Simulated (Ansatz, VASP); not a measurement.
## Two plane-wave programs on BaTe

File POSCAR:

```
BaTe
1.0
    0.0000000000      3.5449197700      3.5449197700
    3.5449197700      0.0000000000      3.5449197700
    3.5449197700      3.5449197700      0.0000000000
Ba Te
1 1
Direct
    0.0000000000      0.0000000000      0.0000000000
    0.5000000000      0.5000000000      0.5000000000
```

INCAR.step1

```
SYSTEM = BaTe
PREC = Accurate ; ENCUT = 600
ISMEAR = 0 ; SIGMA = 0.02
LREAL = .False. ; LASPH = .True.
NELM = 100 ; GGA = PE
ALGO = Normal ; EDIFF = 1E-4
LWAVE = .True. ; LCHARG = .False.
```

INCAR.step2

```
SYSTEM = BaTe
PREC = Accurate ; ENCUT = 600
EDIFF = 1E-6 ; ISMEAR = 0
SIGMA = 0.02 ; LREAL = .False.
LASPH = .True. ; NELM = 100
ALGO = Normal ; ISIF = 3
LWAVE = .False. ; LCHARG = .False.
METAGGA = R2SCAN ; LMIXTAU = .True.
IBRION = 2 ; NSW = 100
EDIFFG = -0.005 ; ISTART = 1
```

KPOINTS

```
Automatic mesh
0
Gamma
  8 8 8
  0 0 0
```

Input for Ansatz:

```yaml
crystal:
  lattice:
    - [0.0, 3.54491977, 3.54491977]
    - [3.54491977, 0.0, 3.54491977]
    - [3.54491977, 3.54491977, 0.0]
  atoms:
    - { symbol: Ba, position: [0.0, 0.0, 0.0] }
    - { symbol: Te, position: [0.5, 0.5, 0.5] }
basis:
  ecutwfc: 500
kpoints:
  mp_grid: { grid: [8, 8, 8] }
hamiltonian:
  xc: r2scan
scf:
  occupations: { method: gaussian, width: 0.02 }
output:
  forces: true
  stress: true
  eigenvalues: true
relax:
  adjacent_minimum: "off"
  f_tol: 0.005
  max_steps: 80
  cell: { stress_tol: 0.05 }
```

The cell comes from a database or a generator and needn't be the stable form of this composition.

Alike in both runs: task relaxation of cell and atoms; functional r2SCAN; k mesh 8 × 8 × 8; occupations gaussian, width 0.02 eV; no spin polarisation.

|  | VASP | Ansatz |
| --- | --- | --- |
| version | VASP 6.6.1 | Ansatz 0.2.0 |
| potentials or method | VASP PAW PBE potentials, release 64 (Ba_sv, Te) | scalar-relativistic, plane waves, PAW |
| plane-wave cutoff (eV) | 600 | 500 |
| valence electrons in the cell | 16 | 26 |

|  | VASP | Ansatz | Ansatz less VASP |
| --- | --- | --- | --- |
| gap on the k mesh at the Fermi level, each at its own relaxed structure (eV) | 1.95 | 2.00 | +0.053 |
| relaxed volume (Å³/atom) | 44.47 | 44.05 | -0.420 |
| relaxed cell length with the largest relative difference (Å) | 5.011 | 4.995 | -0.0158 |

The two sets of potentials don't hold the same shells in valence.

Caveats: the PAW data sets were made with another functional, which shifts forces and pressure a little (VASP); spin-orbit coupling is left out, which moves the levels of the heavy elements. r2SCAN opens gaps a little over a GGA but as a rule still falls short of measured ones. A k mesh can miss the band edges.
